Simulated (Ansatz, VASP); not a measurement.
## NaH: VASP beside Ansatz

```xyz
2
Lattice="2.9353 0.0000 0.0000 0.0000 2.9353 0.0000 0.0000 0.0000 2.9353" Properties=species:S:1:pos:R:3 pbc="T T T"
Na    0.0000    0.0000    0.0000
H     1.4676    1.4676    1.4676
```

Change from the starting cell: volume scaled by 0.98.

Alike in both runs: task single point; functional PBE; k mesh 9 × 9 × 9; occupations fermi-dirac, width 0.05 eV; no spin polarisation.

|  | VASP | Ansatz |
| --- | --- | --- |
| version | VASP 6.6.1 | Ansatz 0.2.0 |
| potentials or method | VASP PAW PBE potentials, release 64 (Na_pv, H) | Ansatz PAW |
| plane-wave cutoff (eV) | 520 | 420 |
| valence electrons in the cell | 8 | 10 |

VASP gave:

* gap on the k mesh at the Fermi level (eV): 1.51
* least direct gap on the mesh (eV): 4.87
* pressure (GPa): 0.7

Which values does Ansatz return?

gap on the k mesh at the Fermi level (eV): 1.51; least direct gap on the mesh (eV): 4.88; pressure (GPa): 0.7.

With one functional, cell and mesh, what is left measures potentials, basis and numerics. The two sets of potentials don't hold the same shells in valence.

Caveats: an odd mesh through Γ misses points on the zone boundary, where band edges often lie (VASP); odd divisions of the mesh miss points on the zone boundary, where band edges often lie, so the gap on the mesh can be too wide (Ansatz).
